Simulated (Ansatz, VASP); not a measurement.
**Two plane-wave programs on CuH3**

```
Cu H
1.0
     2.77095    0.00000    0.00000
     0.00000    2.77095    0.00000
     0.00000    0.00000    2.77095
Cu H
1 3
Direct
  0.00000 0.00000 0.00000
  0.50000 0.50000 0.00000
  0.50000 0.00000 0.50000
  0.00000 0.50000 0.50000
```

Change from the starting cell: species swapped into the EuBi3 type (Pm-3m, No. 221).

Alike in both runs: functional PBE; k mesh 16 × 16 × 16; occupations gaussian, width 0.1 eV; no spin polarisation.

Ansatz relaxed the structure, and its values are those at the end. VASP's run is a single point on that final structure, the one shown.

|  | VASP | Ansatz |
| --- | --- | --- |
| version | VASP 6.6.1 | Ansatz 0.2.0 |
| potentials or method | VASP PAW PBE potentials, release 64 (Cu, H) | scalar-relativistic, plane waves, PAW |
| plane-wave cutoff (eV) | 520 | 420 |
| valence electrons in the cell | 14 | 22 |

|  | VASP | Ansatz | Ansatz less VASP |
| --- | --- | --- | --- |
| gap on the k mesh at the Fermi level (eV) | none | none | - |
| pressure (GPa) | 0.0 | 0.0 | +0.04 |

A gap of «none» marks a metal or a gap that the smearing closes. With one functional, cell and mesh, what is left measures potentials, basis and numerics. The two sets of potentials don't hold the same shells in valence.
